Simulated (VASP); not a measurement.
# Hf: single point with PBEsol

Crystal: Hf.

```xyz
1
Lattice="-1.7453 1.7453 1.7453 1.7453 -1.7453 1.7453 1.7453 1.7453 -1.7453" Properties=species:S:1:pos:R:3 pbc="T T T"
Hf    0.0000    0.0000    0.0000
```

This isn't the form of Hf at room conditions, which is hcp.

```
Program             : VASP 6.6.1
Task                : single point
Functional          : PBEsol
Potentials or basis : VASP PAW PBE potentials, release 64 (Hf_pv)
Cutoff              : 520 eV
k mesh              : 16 × 16 × 16
Occupations         : gaussian, width 0.1 eV
Spin                : no spin polarisation
```

| Quantity | Value |
| --- | --- |
| Pressure | -0.3 GPa |
| Band gap on the k mesh | none (metal or under the smearing width) |

Levels at points of the mesh, in eV from the Fermi level:
```tsv
k point	band 2	band 3	band 4	band 5	band 6	band 7	band 8	band 9
(0.00, 0.00, 0.00)	-29.58	-29.58	-7.20	1.55	1.55	1.55	4.49	4.49
(0.50, 0.00, 0.00)	-29.90	-29.59	-3.54	-0.60	1.30	4.34	5.40	8.08
(0.50, 0.50, 0.50)	-30.26	-30.26	-2.79	-2.79	7.18	7.18	7.18	7.64
```

It took 20 s on 1 thread of AMD EPYC 7R13 Processor (Zen 3) (shared host), peak memory 0.13 GiB.

Caveat: the PAW data sets were made with another functional, which shifts forces and pressure a little. Spin-orbit coupling is left out, which matters for the levels of Hf.
